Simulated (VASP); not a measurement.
# InSb (F-43m) in VASP: elastic constants with LDA

Aim: the elastic constants of InSb with LDA.

Everything below comes from runs of VASP 6.6.1. Logs are shortened: lines on timing, memory, paths and dates and some standing lists are left out, and cuts for length are marked.

### Step 1. The structure

The structure is cubic, space group F-43m (No. 216). The conventional cell has a = 6.633 Å, b = 6.633 Å, c = 6.633 Å, α = 90.00°, β = 90.00°, γ = 90.00°. In (site symmetry -43m) is surrounded by 4 Sb at 2.87 Å. Sb (site symmetry -43m) is surrounded by 4 In at 2.87 Å.

The cell is a database's computed one.

### Step 2. Elastic constants, LDA

File POSCAR:

```
InSb
1.0
    0.0000000000      3.3166107100      3.3166107100
    3.3166107100      0.0000000000      3.3166107100
    3.3166107100      3.3166107100      0.0000000000
In Sb
1 1
Direct
    0.0000000000      0.0000000000      0.0000000000
    0.7500000000      0.7500000000      0.7500000000
```

File INCAR.step1:

```
PREC = Accurate ; ENCUT = 580
EDIFF = 1E-8 ; ISMEAR = 0
SIGMA = 0.1 ; LREAL = F
LASPH = T ; NELM = 100
ALGO = Fast ; ISIF = 3
LWAVE = F ; LCHARG = F
IBRION = 2 ; NSW = 40
EDIFFG = -0.002
```

File INCAR.step2:

```
PREC = Accurate ; ENCUT = 580
EDIFF = 1E-8 ; ISMEAR = 0
SIGMA = 0.1 ; LREAL = F
LASPH = T ; NELM = 100
ALGO = Fast ; ISIF = 3
LWAVE = F ; LCHARG = F
IBRION = 6 ; NFREE = 2
POTIM = 0.015 ; NSW = 1
```

File KPOINTS:

```
regular mesh
0
Gamma
  12 12 12
```

Potentials or basis: VASP PAW LDA potentials, release 64 (In, Sb).

On the command line:

```
$ cat potpaw_LDA.64/In/POTCAR potpaw_LDA.64/Sb/POTCAR > POTCAR
$ cp INCAR.step1 INCAR
$ mpirun -np 1 vasp_std > vasp.out
$ cp CONTCAR POSCAR
$ cp INCAR.step2 INCAR
$ mpirun -np 1 vasp_std > vasp.out
```

OUTCAR:

```text
PREC = Accurate
   ENCUT = 580
   EDIFF = 1E-8
   ISMEAR = 0
   LREAL = F
   LASPH = T
   NELM = 100
   ISIF = 3
   IBRION = 6
   NFREE = 2
   POTIM = 0.015
   NSW = 1

 ion  position               nearest neighbor table
   1  0.000  0.000  0.000-   2 2.80   2 2.80   2 2.80   2 2.80
   2  0.750  0.750  0.750-   1 2.80   1 2.80   1 2.80   1 2.80

  LATTYP: Found a face centered cubic cell.
 ALAT       =     6.4700887799

  Lattice vectors:

 A1 = (   0.0000000000,   3.2350443899,   3.2350443899)
 A2 = (   3.2350443899,   0.0000000000,   3.2350443899)
 A3 = (   3.2350443899,   3.2350443899,   0.0000000000)

Analysis of symmetry for initial positions (statically):
=====================================================================
 Subroutine PRICEL returns:
 Original cell was already a primitive cell.

 Routine SETGRP: Setting up the symmetry group for a
 face centered cubic supercell.

 Subroutine GETGRP returns: Found 24 space group operations
 (whereof 24 operations were pure point group operations)
 out of a pool of 48 trial point group operations.

The static configuration has the point symmetry T_d .

Analysis of symmetry for dynamics (positions and initial velocities):
=====================================================================
 Subroutine PRICEL returns:
 Original cell was already a primitive cell.

 Routine SETGRP: Setting up the symmetry group for a
 face centered cubic supercell.

 Subroutine GETGRP returns: Found 24 space group operations
 (whereof 24 operations were pure point group operations)
 out of a pool of 48 trial point group operations.

The dynamic configuration has the point symmetry T_d .

 Subroutine INISYM returns: Found 24 space group operations
 (whereof 24 operations are pure point group operations),
 and found     1 'primitive' translations

----------------------------------------------------------------------------------------

                                     Primitive cell

  volume of cell :      67.7128

  direct lattice vectors                    reciprocal lattice vectors
     0.000000000  3.235044390  3.235044390    -0.154557385  0.154557385  0.154557385
     3.235044390  0.000000000  3.235044390     0.154557385 -0.154557385  0.154557385
     3.235044390  3.235044390  0.000000000     0.154557385  0.154557385 -0.154557385

  length of vectors
     4.575043651  4.575043651  4.575043651     0.267701243  0.267701243  0.267701243

  position of ions in fractional coordinates (direct lattice)
     0.000000000  0.000000000  0.000000000
     0.750000000  0.750000000  0.750000000

  ion indices of the primitive-cell ions
   primitive index   ion index
                 1           1
                 2           2

----------------------------------------------------------------------------------------

 KPOINTS: regular mesh

Automatic generation of k-mesh.
 Grid dimensions read from file:
 generate k-points for:   12   12   12

 Generating k-lattice:

  Cartesian coordinates                     Fractional coordinates (reciprocal lattice)
    -0.012879782  0.012879782  0.012879782     0.083333333  0.000000000  0.000000000
     0.012879782 -0.012879782  0.012879782     0.000000000  0.083333333  0.000000000
     0.012879782  0.012879782 -0.012879782     0.000000000  0.000000000  0.083333333

  Length of vectors
     0.022308437  0.022308437  0.022308437

  Shift w.r.t. Gamma in fractional coordinates (k-lattice)
     0.000000000  0.000000000  0.000000000

[... 106 lines left out ...]
  Direction    XX          YY          ZZ          XY          YZ          ZX
  --------------------------------------------------------------------------------------
  -------------------------------------------------------------------------------------
  Total        0.0021970      0.0021970      0.0021970      0.0000000     -0.0000000     -0.0000000
  in kB        0.0519834      0.0519834      0.0519834      0.0000000     -0.0000000     -0.0000000
  external PRESSURE =       0.0519834 kB  Pullay stress =       0.0000000 kB
[... 89 lines left out ...]
  FREE ENERGIE OF THE ION-ELECTRON SYSTEM (eV)
  ---------------------------------------------------
  free  energy   TOTEN  =        -8.2038681349 eV

  energy  without entropy=       -8.2037365894  energy(sigma->0) =       -8.20380236

[... ionic steps 4 to 14 ...]

--------------------------------------- Ionic step       15  -------------------------------------------

 number of electron       8.0000000 magnetization

------------------------ aborting loop because EDIFF is reached ----------------------------------------
[... 67 lines left out ...]
--------------------------------------- Ionic step       17  -------------------------------------------

 number of electron       8.0000000 magnetization

 Free energy of the ion-electron system (eV)
  ---------------------------------------------------
  ext. energy  EPLUGINS =         0.00000000
  ---------------------------------------------------
  free energy    TOTEN  =        -8.20627923 eV

  energy without entropy =       -8.20614024  energy(sigma->0) =       -8.20620974

 E-fermi :   4.0690     XC(G=0):  -8.7843

 val. band max:        4.0418784224   @ k =   0.0000   0.0000   0.0000
 cond. band min:       4.4555717611   @ k =   0.5000   0.0000   0.0000
 fundamental gap:      0.4136933386
 Fermi energy:         4.0690296219

 k-point     1 :       0.0000    0.0000    0.0000
  band No.  band energies     occupation
      1      -6.7771      2.00000
      2       3.7227      2.00000
      3       3.9753      1.81519
      4       4.0094      1.60110
      5       4.0419      1.29900
      6       6.9236      0.00000
      7       6.9483      0.00000
      8       6.9745      0.00000
[... 243 lines left out ...]
 k-point    24 :      -0.4167    0.1667    0.0000
  band No.  band energies     occupation
      1      -5.3437      2.00000
      2      -1.5629      2.00000
      3       1.5898      2.00000
      4       2.7260      2.00000
      5       5.6776      0.00000
      6       7.6623      0.00000
      7       8.4742      0.00000
      8      10.2952      0.00000

 [... further k-points ...]

------------------------ aborting loop because EDIFF is reached ----------------------------------------

  FORCE on cell =-STRESS in cart. coord.  units (eV):
  Direction    XX          YY          ZZ          XY          YZ          ZX
  --------------------------------------------------------------------------------------
  -------------------------------------------------------------------------------------
  Total        0.0022621      0.0041128      0.0041128      0.0000000     -0.1167817      0.0000000
  in kB        0.0535240      0.0973144      0.0973144      0.0000000     -2.7632136      0.0000000
  external PRESSURE =       0.0827176 kB  Pullay stress =       0.0000000 kB
[... 17 lines left out ...]
  FREE ENERGIE OF THE ION-ELECTRON SYSTEM (eV)
  ---------------------------------------------------
  free  energy   TOTEN  =        -8.2062792341 eV

  energy  without entropy=       -8.2061402391  energy(sigma->0) =       -8.20620974

 INTERNAL STRAIN TENSORS FROM STRAINED CELLS
 ============================================

 INTERNAL STRAIN TENSOR FOR ION    1 for displacements in x,y,z  (eV/Angst):
          X           Y           Z          XY          YZ          ZX
  --------------------------------------------------------------------------------
  x     0.00000    -0.00000     0.00000     0.00000    -7.81199    -0.00000
  y     0.00000    -0.00000    -0.00000     0.00000     0.00000    -7.81185
  z     0.00000    -0.00000    -0.00000    -7.81140     0.00000     0.00000

 INTERNAL STRAIN TENSORS FROM DISPLACED ATOMS
 ============================================

 INTERNAL STRAIN TENSOR FOR ION    1 for displacements in x,y,z  (eV/Angst):
          X           Y           Z          XY          YZ          ZX
  --------------------------------------------------------------------------------
  x     0.00000     0.00000     0.00000     0.00000    -7.78821     0.00000
  y     0.00000     0.00000     0.00000     0.00000     0.00000    -7.78821
  z     0.00000     0.00000     0.00000    -7.78821     0.00000     0.00000

 INTERNAL STRAIN TENSOR FOR ION    2 for displacements in x,y,z  (eV/Angst):
          X           Y           Z          XY          YZ          ZX
  --------------------------------------------------------------------------------
  x    -0.00000     0.00000     0.00000     0.00000     7.78472     0.00000
  y     0.00000    -0.00000     0.00000     0.00000     0.00000     7.78472
  z     0.00000     0.00000    -0.00000     7.78472     0.00000     0.00000

 Eigenvectors and eigenvalues of the dynamical matrix
 ----------------------------------------------------

   1 f  =    5.371468 THz    33.749927 2PiTHz  179.172875 cm-1    22.214595 meV
             X         Y         Z           dx          dy          dz
      0.000000  0.000000  0.000000     0.000000    0.000000    0.717366
      4.852567  4.852567  4.852567     0.000000   -0.000000   -0.696697
[... 21 lines left out ...]
   6 f/i=    0.000179 THz     0.001125 2PiTHz    0.005971 cm-1     0.000740 meV
             X         Y         Z           dx          dy          dz
      0.000000  0.000000  0.000000    -0.661743    0.211158    0.053801
      4.852567  4.852567  4.852567    -0.681375    0.217422    0.055397

--------------------------------------------------------------------------------------------------------

 ELASTIC MODULI CONTR FROM IONIC RELAXATION (kBar)
 Direction    XX          YY          ZZ          XY          YZ          ZX
 --------------------------------------------------------------------------------
 XX          -0.0000     -0.0000     -0.0000      0.0000      0.0000      0.0000
 YY          -0.0000     -0.0000     -0.0000      0.0000      0.0000      0.0000
 ZZ          -0.0000     -0.0000     -0.0000      0.0000      0.0000      0.0000
 XY           0.0000      0.0000      0.0000   -205.6402      0.0000      0.0000
 YZ           0.0000      0.0000      0.0000      0.0000   -205.6402      0.0000
 ZX           0.0000      0.0000      0.0000      0.0000      0.0000   -205.6402
 --------------------------------------------------------------------------------

 TOTAL ELASTIC MODULI (kBar)
 Direction    XX          YY          ZZ          XY          YZ          ZX
 --------------------------------------------------------------------------------
 XX         657.6287    371.3362    371.3362      0.0000      0.0000      0.0000
 YY         371.3362    657.6287    371.3362     -0.0000      0.0000     -0.0000
 ZZ         371.3362    371.3362    657.6287      0.0000      0.0000      0.0000
 XY           0.0000     -0.0000      0.0000    285.6393      0.0000      0.0000
 YZ           0.0000      0.0000      0.0000      0.0000    285.6393      0.0000
 ZX           0.0000     -0.0000      0.0000      0.0000      0.0000    285.6393
 --------------------------------------------------------------------------------
```

Wall time 14 min (1 thread of Intel Xeon 6975P-C (Granite Rapids), shared host); peak memory 0.69 GiB.

Results:

| Quantity | Value |
| --- | --- |
| Relaxed volume | 33.86 Å³/atom |
| Relaxed cell | a = 4.575 Å, b = 4.575 Å, c = 4.575 Å, α = 60.00°, β = 60.00°, γ = 60.00° |
| Space group after relaxing (to 0.05 Å) | F-43m (No. 216) |
| Elastic constants C11, C12, C44 | 66, 37, 29 GPa |
| Voigt bulk modulus | 47 GPa |
| Highest phonon frequency at Γ, LO-TO splitting left out | 179 cm⁻¹ |

The path:
| step | energy change (eV) | largest force (eV/Å) | pressure (GPa) | volume (Å³) |
| --- | --- | --- | --- | --- |
| 1 | 0.0000 | 0.0000 | -2.91 | 72.96 |
| 2 | -0.0459 | 0.0000 | 1.12 | 66.19 |
| 3 | -0.0512 | 0.0000 | 0.00 | 67.71 |

Final structure:
```cif
data_structure
_symmetry_space_group_name_H-M 'P 1'
_symmetry_Int_Tables_number 1
_cell_length_a 4.5750
_cell_length_b 4.5750
_cell_length_c 4.5750
_cell_angle_alpha 60.000
_cell_angle_beta 60.000
_cell_angle_gamma 60.000
_cell_volume 67.71
loop_
_atom_site_label
_atom_site_type_symbol
_atom_site_fract_x
_atom_site_fract_y
_atom_site_fract_z
_atom_site_occupancy
In1 In 0.00000 0.00000 0.00000 1
Sb1 Sb 0.75000 0.75000 0.75000 1
```

Phonon frequencies in cm⁻¹ (negative: imaginary):
```tsv
q point	frequencies
(0.000, 0.000, 0.000)	0 0 0 179 179 179
```

Elastic tensor in Voigt notation (GPa, in the Cartesian axes of the cell as first typed):
```
66 37 37  0  0  0
37 66 37  0  0  0
37 37 66  0  0  0
 0  0  0 29  0  0
 0  0  0  0 29  0
 0  0  0  0  0 29
```

Clamped-ion elastic tensor (GPa):
```
66 37 37  0  0  0
37 66 37  0  0  0
37 37 66  0  0  0
 0  0  0 49  0  0
 0  0  0  0 49  0
 0  0  0  0  0 49
```
